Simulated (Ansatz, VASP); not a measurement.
# Two plane-wave programs on Pt

```
Pt
1.0
     0.00000    1.96090    1.96090
     1.96090    0.00000    1.96090
     1.96090    1.96090    0.00000
Pt
1
Direct
  0.00000 0.00000 0.00000
```

Alike in both runs: task relaxation of cell and atoms; functional PBE; k mesh 12 × 12 × 12; occupations fermi-dirac, width 0.05 eV; no spin polarisation.

```csv
,VASP,Ansatz
version,VASP 6.6.1,Ansatz 0.2.0
potentials or method,"VASP PAW PBE potentials, release 64 (Pt_sv_GW)",Ansatz PAW
plane-wave cutoff (eV),680,420
valence electrons in the cell,18,18
```

Ansatz gave:

```
gap on the k mesh at the Fermi level, each at its own relaxed structure (eV) : none
relaxed volume (Å³/atom)                                                     : 15.66
relaxed cell length with the largest relative difference (Å)                 : 2.808
energy change over the relaxation (meV/atom)                                 : -18
```

Task: Estimate VASP's values.

Result: gap on the k mesh at the Fermi level, each at its own relaxed structure (eV): none; relaxed volume (Å³/atom): 15.63; relaxed cell length with the largest relative difference (Å): 2.806; energy change over the relaxation (meV/atom): -16.

A gap of «none» marks a metal or a gap that the smearing closes.

Caveats: the plane-wave basis is chosen anew once the cell has moved, so the energies of steps on either side of that aren't comparable (Ansatz). Spin-orbit coupling is left out, which matters for the levels of Pt. PBE usually gives volumes a little too large and moduli too small. Zero-point motion and thermal expansion aren't in these numbers.
